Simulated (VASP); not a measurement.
# Si (Fm-3m) in VASP: settings compared

Aim: see how the results for Si move with the level of theory and the settings. Levels: PBEsol, r2SCAN. Tasks: relaxation of the atoms, relaxation of cell and atoms.

Everything below comes from runs of VASP 6.6.1. Logs are shortened: lines on timing, memory, paths and dates and some standing lists are left out, and cuts for length are marked.

**1. The structure**

Symmetry: Fm-3m, No. 225, cubic system. Conventional cell: a = 3.822 Å, b = 3.822 Å, c = 3.822 Å, α = 90.00°, β = 90.00°, γ = 90.00°. Around Si (site symmetry m-3m) lie 12 Si at 2.70 Å.

This isn't the form of Si at room conditions, which is diamond.

**2. Relaxation of the atoms, PBEsol (a relaxed cell with its volume scaled by 1.06)**

Input file INCAR:

```
SYSTEM = Si
PREC     = Accurate       ! precision mode
ENCUT    = 600            ! plane-wave cutoff, eV
EDIFF    = 1E-7           ! SCF threshold, eV
ISMEAR   = 1              ! smearing method
SIGMA    = 0.1            ! smearing width, eV
LREAL    = .FALSE.        ! projectors in reciprocal space
LASPH    = .TRUE.         ! aspherical terms in the spheres
NELM     = 80             ! most SCF steps
ALGO     = Fast           ! electronic algorithm
ISIF     = 2              ! what is computed and relaxed
LWAVE    = .FALSE.        ! write WAVECAR
LCHARG   = .FALSE.        ! write CHGCAR
GGA      = PS             ! functional
IBRION   = 2              ! ionic algorithm
NSW      = 40             ! ionic steps
EDIFFG   = -0.01          ! ionic threshold
```

Input file KPOINTS:

```
regular mesh
0
G
  16 16 16
  0 0 0
```

Input file POSCAR:

```
Si                                      
1.0
    0.0000000000      1.9528468483      1.9528468483
    1.9528468483      0.0000000000      1.9528468483
    1.9528468483      1.9528468483      0.0000000000
  Si            
     1
Direct
     0.0000000000000000    0.0000000000000000    0.0000000000000000
```

Potentials or basis: VASP PAW PBE potentials, release 64 (Si).

Command:

```sh
cat potpaw_PBE.64/Si/POTCAR > POTCAR
mpirun -np 1 vasp_std > vasp.out
```

OUTCAR:

```text
SYSTEM = Si
   PREC = Accurate
   ENCUT = 600
   EDIFF = 1E-7
   ISMEAR = 1
   LREAL = .FALSE.
   LASPH = .TRUE.
   NELM = 80
   ISIF = 2
   GGA = PS
   IBRION = 2
   NSW = 40
   EDIFFG = -0.01

 ion  position               nearest neighbor table
   1  0.000  0.000  0.000-

  LATTYP: Found a face centered cubic cell.
 ALAT       =     3.9056936966

  Lattice vectors:

 A1 = (   0.0000000000,   1.9528468483,   1.9528468483)
 A2 = (   1.9528468483,   0.0000000000,   1.9528468483)
 A3 = (   1.9528468483,   1.9528468483,   0.0000000000)

Analysis of symmetry for initial positions (statically):
=====================================================================
 Subroutine PRICEL returns:
 Original cell was already a primitive cell.

 Routine SETGRP: Setting up the symmetry group for a
 face centered cubic supercell.

 Subroutine GETGRP returns: Found 48 space group operations
 (whereof 48 operations were pure point group operations)
 out of a pool of 48 trial point group operations.

The static configuration has the point symmetry O_h .

Analysis of symmetry for dynamics (positions and initial velocities):
=====================================================================
 Subroutine PRICEL returns:
 Original cell was already a primitive cell.

 Routine SETGRP: Setting up the symmetry group for a
 face centered cubic supercell.

 Subroutine GETGRP returns: Found 48 space group operations
 (whereof 48 operations were pure point group operations)
 out of a pool of 48 trial point group operations.

The dynamic configuration has the point symmetry O_h .

 Subroutine INISYM returns: Found 48 space group operations
 (whereof 48 operations are pure point group operations),
 and found     1 'primitive' translations

----------------------------------------------------------------------------------------

                                     Primitive cell

  volume of cell :      14.8948

  direct lattice vectors                    reciprocal lattice vectors
     0.000000000  1.952846848  1.952846848    -0.256036463  0.256036463  0.256036463
     1.952846848  0.000000000  1.952846848     0.256036463 -0.256036463  0.256036463
[... 76 lines left out ...]
   ICHARG =      2    charge: 1-file 2-atom 10-const
   ISPIN  =      1    spin polarized calculation?
   LNONCOLLINEAR =      F non collinear calculations
   LSORBIT =      F    spin-orbit coupling
   LASPH  =      T    aspherical Exc in radial PAW
   ENCUT  =  600.0 eV  44.10 Ry    6.64 a.u.   5.52  5.52  5.52*2*pi/ulx,y,z
   NELM   =     80;   NELMIN=  2; NELMDL= -5     # of ELM steps
   EDIFF  = 0.1E-06   stopping-criterion for ELM
   LREAL  =      F    real-space projection
   EDIFFG = -.1E-01   stopping-criterion for IOM
   NSW    =     40    number of steps for IOM
   IBRION =      2    ionic relax: 0-MD 1-quasi-New 2-CG
   NFREE  =      1    steps in history (QN), initial steepest desc. (CG)
   ISIF   =      2    stress and relaxation
   ISYM   =      2    0-nonsym 1-usesym 2-fastsym
   POTIM  = 0.5000    time-step for ionic-motion
   TEBEG  =    0.0;   TEEND  =   0.0 temperature during run
   PSTRESS=    0.0 pullay stress
   NELECT =       4.0000    total number of electrons
   NUPDOWN=      -1.0000    fix difference up-down
   EMIN   =  10.00;   EMAX   =-10.00  energy-range for DOS
   EFERMI =   0.00;   METHOD = LEGACY
   ISMEAR =     1;   SIGMA  =   0.10  broadening in eV -4-tet -1-fermi 0-gaus
   EFERMI_NEDOS =   21; number of points for ismear=-14 and -15
   IALGO  =     68    algorithm
   IMIX   =      4    mixing-type and parameters
     AMIX     =   0.40;   BMIX     =  1.00
     AMIX_MAG =   1.60;   BMIX_MAG =  1.00
  volume/ion in A,a.u.               =      14.89       100.52
  Fermi-wavevector in a.u.,A,eV,Ry     =   1.056209  1.995946 15.178361  1.115578
  Thomas-Fermi vector in A             =   2.191436
   LORBIT       =      0    0 simple, 1 ext, 2 COOP (PROOUT), +10 PAW based schemes
   GGA     = PS    functional components
   LHFCALC =     F    Hartree Fock is set to
   AEXX    =    0.0000 exact exchange contribution
   IVDW    =     0    specifies the selected vdW correction
   LEPSILON=     F    determine dielectric tensor
   LRPA    =     F    only Hartree local field effects (RPA)
 conjugate gradient relaxation of ions
 non-spin polarized calculation
 RMM-DIIS sequential band-by-band and
 Methfessel and Paxton  Order N= 1 SIGMA  =   0.10
  energy-cutoff  :      600.00
  volume of cell :       14.89
 maximum number of plane-waves:       531
 NGX is ok and might be reduce to    24
   NGX = 11   NGY = 11   NGZ = 11

 number of electron       4.0000000 magnetization

 Free energy of the ion-electron system (eV)
  ---------------------------------------------------
  ext. energy  EPLUGINS =         0.00000000
  ---------------------------------------------------
  free energy    TOTEN  =        -5.32536030 eV

  energy without entropy =       -5.32458354  energy(sigma->0) =       -5.32510138

 E-fermi :   9.7707     XC(G=0): -11.1307

 val. band max:        9.7358609870   @ k =  -0.2500   0.4375   0.1875
 cond. band min:       9.7747465226   @ k =  -0.2500   0.1250   0.0000
 fundamental gap:      0.0388855356
 Fermi energy:         9.7707210102

 k-point     1 :       0.0000    0.0000    0.0000
  band No.  band energies     occupation
      1      -4.4456      2.00000
      2      20.5220      0.00000
      3      20.5220      0.00000
      4      20.5221      0.00000
      5      21.5580      0.00000
      6      21.5580      0.00000
[... 199 lines left out ...]
 k-point    24 :      -0.0625    0.0625    0.0000
  band No.  band energies     occupation
      1      -4.1483      2.00000
      2      17.8208      0.00000
      3      17.9854      0.00000
      4      20.5881      0.00000
      5      21.8454      0.00000
      6      22.7851      0.00000

 [... further k-points ...]
[... 5 lines left out ...]
  --------------------------------------------------------------------------------------
  -------------------------------------------------------------------------------------
  Total       -0.4649456     -0.4649456     -0.4649456     -0.0000000     -0.0000000      0.0000000
  in kB      -50.0124592    -50.0124592    -50.0124592     -0.0000000     -0.0000000      0.0000000
  external PRESSURE =     -50.0124592 kB  Pullay stress =       0.0000000 kB

 VOLUME and BASIS-vectors are now :
 -----------------------------------------------------------------------------
  energy-cutoff  :      600.00
  volume of cell :       14.89
      direct lattice vectors                 reciprocal lattice vectors
     0.000000000  1.952846848  1.952846848    -0.256036463  0.256036463  0.256036463
     1.952846848  0.000000000  1.952846848     0.256036463 -0.256036463  0.256036463
     1.952846848  1.952846848  0.000000000     0.256036463  0.256036463 -0.256036463

 POSITION                                       TOTAL-FORCE (eV/Angst)
 -----------------------------------------------------------------------------------
      0.00000      0.00000      0.00000         0.000000      0.000000      0.000000
 -----------------------------------------------------------------------------------
    total drift:                                0.000000      0.000000     -0.000000

  FREE ENERGIE OF THE ION-ELECTRON SYSTEM (eV)
  ---------------------------------------------------
  free  energy   TOTEN  =        -5.3253603026 eV

  energy  without entropy=       -5.3245835401  energy(sigma->0) =       -5.32510138

 reached required accuracy - stopping structural energy minimisation
```

It took 9.4 s on 1 thread of AMD EPYC 9R45 (Zen 5), shared host; peak memory 0.11 GiB.

Results:

| Property | Result |
| --- | --- |
| Free energy | -5.3254 eV |
| Pressure after relaxing | -5.0 GPa |
| Band gap on the k mesh | none (metal or under the smearing width) |

Final structure:
```yaml
crystal:
  lattice:
    - [0.00000, 1.95285, 1.95285]
    - [1.95285, 0.00000, 1.95285]
    - [1.95285, 1.95285, 0.00000]
  atoms:
    - { symbol: Si, position: [0.00000, 0.00000, 0.00000] }
```

Levels at points of the mesh, in eV from the Fermi level:
```tsv
k point	band 1	band 2	band 3	band 4	band 5
(0.00, 0.00, 0.00)	-14.22	10.75	10.75	10.75	11.79
(0.50, 0.00, 0.00)	-7.55	-6.81	8.26	8.26	10.73
(0.50, 0.50, 0.00)	-5.25	-4.54	3.07	3.07	4.42
```

Caveat: the relaxation stopped at its first step, so nothing moved; the PAW data sets were made with another functional, which shifts forces and pressure a little.

**3. Relaxation of cell and atoms, r2SCAN**

Input file INCAR:

```
PREC = Accurate ; ENCUT = 600
EDIFF = 1E-6 ; ISMEAR = 1
SIGMA = 0.1 ; LREAL = F
LASPH = T ; NELM = 80
ALGO = Normal ; ISIF = 3
LWAVE = F ; LCHARG = F
METAGGA = R2SCAN ; LMIXTAU = T
IBRION = 2 ; NSW = 90
EDIFFG = -0.01
```

Input file KPOINTS:

```
Automatic mesh
0
Gamma
  16 16 16
```

Input file POSCAR:

```
Si
1.0
    0.0000000000      1.9108305409      1.9108305409
    1.9108305409      0.0000000000      1.9108305409
    1.9108305409      1.9108305409      0.0000000000
Si
1
Direct
    0.0000000000      0.0000000000      0.0000000000
```

Potentials or basis: VASP PAW PBE potentials, release 64 (Si).

Command:

```sh
cat potpaw_PBE.64/Si/POTCAR > POTCAR
mpirun -np 1 vasp_std > vasp.out
```

Wall time 95 s (1 thread of Intel Xeon Platinum 8488C (Sapphire Rapids), shared host); peak memory 0.14 GiB.

It converged, with:

| Item | Value |
| --- | --- |
| Free energy | -8.0258 eV |
| Relaxed volume | 13.84 Å³/atom |
| Relaxed cell | a = 2.695 Å, b = 2.695 Å, c = 2.695 Å, α = 60.00°, β = 60.00°, γ = 60.00° |
| Space group after relaxing (to 0.05 Å) | Fm-3m (No. 225) |
| Energy gained by relaxing | 0.3 meV/atom |
| Ionic steps | 3 |
| Pressure after relaxing | -0.1 GPa |
| Band gap on the k mesh | none (metal or under the smearing width) |

Step by step:
```csv
step,energy change (eV),largest force (eV/Å),pressure (GPa),volume (Å³)
1,0.0000,0.0000,-0.78,13.95
2,-0.0003,0.0000,0.14,13.82
3,-0.0003,0.0000,-0.11,13.84
```

Final structure:
```cif
data_structure
_symmetry_space_group_name_H-M 'P 1'
_symmetry_Int_Tables_number 1
_cell_length_a 2.6948
_cell_length_b 2.6948
_cell_length_c 2.6948
_cell_angle_alpha 60.000
_cell_angle_beta 60.000
_cell_angle_gamma 60.000
_cell_volume 13.84
loop_
_atom_site_label
_atom_site_type_symbol
_atom_site_fract_x
_atom_site_fract_y
_atom_site_fract_z
_atom_site_occupancy
Si1 Si 0.00000 0.00000 0.00000 1
```

Levels at points of the mesh, in eV from the Fermi level:
```
           k point  band 1  band 2  band 3  band 4  band 5
(0.00, 0.00, 0.00)  -15.82   12.57   12.57   12.57   12.82
(0.50, 0.00, 0.00)   -8.15   -7.79    9.66    9.66   11.59
(0.50, 0.50, 0.00)   -6.03   -4.69    3.54    3.54    4.46
```

Caveat: the PAW data sets were made with another functional, which shifts forces and pressure a little.
